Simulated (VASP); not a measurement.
# ZnO (P6_3/mmc) in VASP: single point with PBE+D3(BJ)

Aim: the single point of ZnO with PBE+D3(BJ).

Program: VASP 6.6.1. These are calculated values, not measurements. Logs are shortened: lines on timing, memory, paths and dates and some standing lists are left out, and cuts for length are marked.

## 1. The structure

The structure is hexagonal, space group P6_3/mmc (No. 194). The conventional cell has a = 3.288 Å, b = 3.288 Å, c = 7.130 Å, α = 90.00°, β = 90.00°, γ = 120.00°. Zn (site symmetry -6m2) is surrounded by 3 O at 1.90 Å. Around O (site symmetry -6m2) lie 3 Zn at 1.90 Å.

Measurements of this composition are mostly on another form, of space group No. 186.

## 2. Single point, PBE+D3(BJ)

The input, INCAR:

```
SYSTEM = ZnO
  ALGO = Fast
  EDIFF = 1E-6
  ENCUT = 520
  GGA = PE
  ISIF = 2
  ISMEAR = 0
  IVDW = 12
  LASPH = .True.
  LCHARG = .True.
  LELF = .True.
  LREAL = .False.
  LVHAR = .True.
  LWAVE = .False.
  NBANDS = 26
  NELM = 100
  PREC = Accurate
  SIGMA = 0.1
```

The input, KPOINTS:

```
k-points
0
Gamma
  6 6 4
  0 0 0
```

The input, POSCAR:

```
ZnO
1.0
    3.2879671587      0.0000000000      0.0000000000
   -1.6439835793      2.8474630862      0.0000000000
    0.0000000000      0.0000000000      7.1304413500
Zn O
2 2
Direct
    0.0000000000      0.0000000000      0.7500000000
    0.0000000000      0.0000000000      0.2500000000
    0.3333333300      0.6666666700      0.2500000000
    0.6666666700      0.3333333300      0.7500000000
```

Potentials or basis: VASP PAW PBE potentials, release 64 (Zn, O).

The run is started by

```bash
$ cat potpaw_PBE.64/Zn/POTCAR potpaw_PBE.64/O/POTCAR > POTCAR
$ mpirun -np 1 vasp_std > vasp.out
```

OUTCAR:

```text
SYSTEM = ZnO
   EDIFF = 1E-6
   ENCUT = 520
   GGA = PE
   ISIF = 2
   ISMEAR = 0
   IVDW = 12
   LASPH = .True.
   LREAL = .False.
   NELM = 100
   PREC = Accurate
 IVDW          = 12

 ion  position               nearest neighbor table
   1  0.000  0.000  0.750-   4 1.90   4 1.90   4 1.90
   2  0.000  0.000  0.250-   3 1.90   3 1.90   3 1.90
   3  0.333  0.667  0.250-   2 1.90   2 1.90   2 1.90
   4  0.667  0.333  0.750-   1 1.90   1 1.90   1 1.90

  LATTYP: Found a hexagonal cell.
 ALAT       =     3.2879671587
 C/A-ratio  =     2.1686473757

  Lattice vectors:

 A1 = (   3.2879671587,   0.0000000000,   0.0000000000)
 A2 = (  -1.6439835793,   2.8474630862,   0.0000000000)
 A3 = (   0.0000000000,   0.0000000000,   7.1304413500)

Analysis of symmetry for initial positions (statically):
=====================================================================
 Subroutine PRICEL returns:
 Original cell was already a primitive cell.

 Routine SETGRP: Setting up the symmetry group for a
 hexagonal supercell.

 Subroutine GETGRP returns: Found 24 space group operations
 (whereof 12 operations were pure point group operations)
 out of a pool of 24 trial point group operations.

The static configuration has the point symmetry D_3d.
 The point group associated with its full space group is D_6h.

Analysis of symmetry for dynamics (positions and initial velocities):
=====================================================================
 Subroutine PRICEL returns:
 Original cell was already a primitive cell.

 Routine SETGRP: Setting up the symmetry group for a
 hexagonal supercell.

 Subroutine GETGRP returns: Found 24 space group operations
 (whereof 12 operations were pure point group operations)
 out of a pool of 24 trial point group operations.

The dynamic configuration has the point symmetry D_3d.
 The point group associated with its full space group is D_6h.

 Subroutine INISYM returns: Found 24 space group operations
 (whereof 12 operations are pure point group operations),
 and found     1 'primitive' translations

----------------------------------------------------------------------------------------

                                     Primitive cell

  volume of cell :      66.7578

  direct lattice vectors                    reciprocal lattice vectors
     3.287967159  0.000000000  0.000000000     0.304139291  0.175594901  0.000000000
    -1.643983579  2.847463086  0.000000000     0.000000000  0.351189803  0.000000000
     0.000000000  0.000000000  7.130441350     0.000000000  0.000000000  0.140243773

  length of vectors
     3.287967159  3.287967159  7.130441350     0.351189803  0.351189803  0.140243773

  position of ions in fractional coordinates (direct lattice)
     0.000000000  0.000000000  0.750000000
     0.000000000  0.000000000  0.250000000
     0.333333330  0.666666670  0.250000000
     0.666666670  0.333333330  0.750000000

  ion indices of the primitive-cell ions
   primitive index   ion index
                 1           1
                 2           2
                 3           3
                 4           4

----------------------------------------------------------------------------------------

 KPOINTS: k-points

Automatic generation of k-mesh.
 Grid dimensions read from file:
 generate k-points for:    6    6    4

 Generating k-lattice:

  Cartesian coordinates                     Fractional coordinates (reciprocal lattice)
     0.050689882  0.029265817  0.000000000     0.166666667  0.000000000  0.000000000
     0.000000000  0.058531634  0.000000000     0.000000000  0.166666667  0.000000000
     0.000000000  0.000000000  0.035060943     0.000000000  0.000000000  0.250000000

  Length of vectors
     0.058531634  0.058531634  0.035060943

  Shift w.r.t. Gamma in fractional coordinates (k-lattice)
     0.000000000  0.000000000  0.000000000

 Subroutine IBZKPT returns following result:
 ===========================================

 Found     21 irreducible k-points:

 Following reciprocal coordinates:
            Coordinates               Weight
  0.000000  0.000000  0.000000      1.000000
  0.166667  0.000000  0.000000      6.000000
  0.333333  0.000000  0.000000      6.000000
  0.500000  0.000000  0.000000      3.000000
  0.166667  0.166667  0.000000      6.000000
  0.333333  0.166667  0.000000     12.000000
[... 13 lines left out ...]
  0.333333  0.166667  0.500000     12.000000
  0.333333  0.333333  0.500000      2.000000
   k-points           NKPTS =     21   k-points in BZ     NKDIM =     21   number of bands    NBANDS=     26
   number of dos      NEDOS =    301   number of ions     NIONS =      4
   total plane-waves  NPLWV =  31104
   dimension x,y,z NGX =    24 NGY =   24 NGZ =   54
   dimension x,y,z NGXF=    48 NGYF=   48 NGZF=  108
   ions per type =               2   2
   NGX,Y,Z   is equivalent  to a cutoff of  12.13, 12.13, 12.59 a.u.
   NGXF,Y,Z  is equivalent  to a cutoff of  24.27, 24.27, 25.18 a.u.
 SYSTEM =  ZnO
   PREC   = accura    normal or accurate (medium, high low for compatibility)
   ISTART =      0    job   : 0-new  1-cont  2-samecut
   ICHARG =      2    charge: 1-file 2-atom 10-const
   ISPIN  =      1    spin polarized calculation?
   LNONCOLLINEAR =      F non collinear calculations
   LSORBIT =      F    spin-orbit coupling
   LASPH  =      T    aspherical Exc in radial PAW
   ENCUT  =  520.0 eV  38.22 Ry    6.18 a.u.   6.11  6.11 13.26*2*pi/ulx,y,z
   NELM   =    100;   NELMIN=  2; NELMDL= -5     # of ELM steps
   EDIFF  = 0.1E-05   stopping-criterion for ELM
   LREAL  =      F    real-space projection
[... 7 lines left out ...]
   TEBEG  =    0.0;   TEEND  =   0.0 temperature during run
   PSTRESS=    0.0 pullay stress
   NELECT =      36.0000    total number of electrons
   NUPDOWN=      -1.0000    fix difference up-down
   EMIN   =  10.00;   EMAX   =-10.00  energy-range for DOS
   EFERMI =   0.00;   METHOD = LEGACY
   ISMEAR =     0;   SIGMA  =   0.10  broadening in eV -4-tet -1-fermi 0-gaus
   EFERMI_NEDOS =   21; number of points for ismear=-14 and -15
   IALGO  =     68    algorithm
   IMIX   =      4    mixing-type and parameters
     AMIX     =   0.40;   BMIX     =  1.00
     AMIX_MAG =   1.60;   BMIX_MAG =  1.00
  volume/ion in A,a.u.               =      16.69       112.63
  Fermi-wavevector in a.u.,A,eV,Ry     =   1.332524  2.518105 24.158775  1.775620
  Thomas-Fermi vector in A             =   2.461452
   LORBIT       =      0    0 simple, 1 ext, 2 COOP (PROOUT), +10 PAW based schemes
   GGA     = PE    functional components
   LHFCALC =     F    Hartree Fock is set to
   AEXX    =    0.0000 exact exchange contribution
   IVDW    =    12    specifies the selected vdW correction
   LEPSILON=     F    determine dielectric tensor
   LRPA    =     F    only Hartree local field effects (RPA)
 non-spin polarized calculation
 RMM-DIIS sequential band-by-band and
 Gauss-broadening in eV      SIGMA  =   0.10
  energy-cutoff  :      520.00
  volume of cell :       66.76
 maximum number of plane-waves:      1824
   NGX = 13   NGY = 13   NGZ = 27

 number of electron      36.0000026 magnetization

 Free energy of the ion-electron system (eV)
  ---------------------------------------------------
  ext. energy  EPLUGINS =         0.00000000
  ---------------------------------------------------
  free energy    TOTEN  =       -16.96280014 eV

  energy without entropy =      -16.96280014  energy(sigma->0) =      -16.96280014

 E-fermi :  -0.3355     XC(G=0):  -8.9262

 val. band max:       -0.7570863826   @ k =   0.0000   0.0000   0.0000
 cond. band min:       0.0643730388   @ k =   0.0000   0.0000   0.0000
 fundamental gap:      0.8214594213
 Fermi energy:        -0.3355393107

 k-point     1 :       0.0000    0.0000    0.0000
  band No.  band energies     occupation
      1     -18.2200      2.00000
      2     -18.1395      2.00000
      3      -6.8652      2.00000
      4      -6.8652      2.00000
      5      -6.8507      2.00000
      6      -6.8507      2.00000
[... 18 lines left out ...]
     25      12.0610      0.00000
     26      12.8519      0.00000

 k-point     2 :       0.1667    0.0000    0.0000
  band No.  band energies     occupation
      1     -18.0994      2.00000
      2     -18.0292      2.00000
      3      -6.9006      2.00000
      4      -6.8917      2.00000
      5      -6.6865      2.00000
      6      -6.6718      2.00000
[... 18 lines left out ...]
     25      11.2790      0.00000
     26      12.5310      0.00000

 k-point     3 :       0.3333    0.0000    0.0000
  band No.  band energies     occupation
      1     -17.8469      2.00000
      2     -17.8038      2.00000
      3      -6.8215      2.00000
      4      -6.8205      2.00000
      5      -6.2490      2.00000
      6      -6.2364      2.00000
[... 18 lines left out ...]
     25      11.3335      0.00000
     26      12.4234      0.00000

 k-point     4 :       0.5000    0.0000    0.0000
  band No.  band energies     occupation
      1     -17.7107      2.00000
      2     -17.6924      2.00000
      3      -6.6450      2.00000
      4      -6.6342      2.00000
      5      -6.1104      2.00000
      6      -5.9607      2.00000
[... 18 lines left out ...]
     25      10.8991      0.00000
     26      13.5460      0.00000
[... 409 lines left out ...]
      1     -17.8867      2.00000
      2     -17.8867      2.00000
      3      -6.8627      2.00000
      4      -6.8627      2.00000
      5      -6.3534      2.00000
      6      -6.3534      2.00000
[... 18 lines left out ...]
     25      12.0342      0.00000
     26      12.0342      0.00000

 k-point    20 :       0.3333    0.1667    0.5000
  band No.  band energies     occupation
      1     -17.7042      2.00000
      2     -17.7042      2.00000
      3      -6.6242      2.00000
      4      -6.6242      2.00000
      5      -6.0032      2.00000
      6      -6.0032      2.00000
[... 18 lines left out ...]
     25      10.3702      0.00000
     26      10.3702      0.00000

 k-point    21 :       0.3333    0.3333    0.5000
  band No.  band energies     occupation
      1     -17.6444      2.00000
      2     -17.6444      2.00000
      3      -6.4331      2.00000
      4      -6.4331      2.00000
      5      -6.0059      2.00000
      6      -6.0059      2.00000
[... 18 lines left out ...]
     25       8.7030      0.00000
     26       8.7030      0.00000

------------------------ aborting loop because EDIFF is reached ----------------------------------------

 Edisp (eV)   -0.62297

 E8    (eV) :    -0.2342

  FORCE on cell =-STRESS in cart. coord.  units (eV):
  Direction    XX          YY          ZZ          XY          YZ          ZX
  --------------------------------------------------------------------------------------
  -------------------------------------------------------------------------------------
  Total      -0.63013    -0.63013    -0.66469    -0.00000     0.00000    -0.00000
  in kB     -15.12300   -15.12300   -15.95236    -0.00000     0.00000    -0.00000
  external pressure =      -15.40 kB  Pullay stress =        0.00 kB

 VOLUME and BASIS-vectors are now :
 -----------------------------------------------------------------------------
  energy-cutoff  :      520.00
  volume of cell :       66.76
      direct lattice vectors                 reciprocal lattice vectors
     3.287967159  0.000000000  0.000000000     0.304139291  0.175594901  0.000000000
    -1.643983579  2.847463086  0.000000000     0.000000000  0.351189803  0.000000000
     0.000000000  0.000000000  7.130441350     0.000000000  0.000000000  0.140243773

 POSITION                                       TOTAL-FORCE (eV/Angst)
 -----------------------------------------------------------------------------------
      0.00000      0.00000      5.34783        -0.000000      0.000000      0.000000
      0.00000      0.00000      1.78261         0.000000     -0.000000     -0.000000
     -0.00000      1.89831      1.78261        -0.000000      0.000000     -0.000000
      1.64398      0.94915      5.34783         0.000000      0.000000     -0.000000
 -----------------------------------------------------------------------------------
    total drift:                                0.000000      0.000000      0.000000

  FREE ENERGIE OF THE ION-ELECTRON SYSTEM (eV)
  ---------------------------------------------------
  free  energy   TOTEN  =       -17.5857659672 eV

  energy  without entropy=      -17.5857659671  energy(sigma->0) =      -17.58576597
```

It took 30 s on 1 thread of Intel Xeon Platinum 8259CL at 2.50GHz (Skylake/Cascade Lake), shared host; peak memory 0.19 GiB.

Results:

| Item | Value |
| --- | --- |
| Free energy | -17.5858 eV |
| Pressure | -1.5 GPa |
| Band gap on the k mesh | 0.82 eV, direct |
| Dispersion energy per atom | -0.156 eV |

A k mesh can miss the band edges.
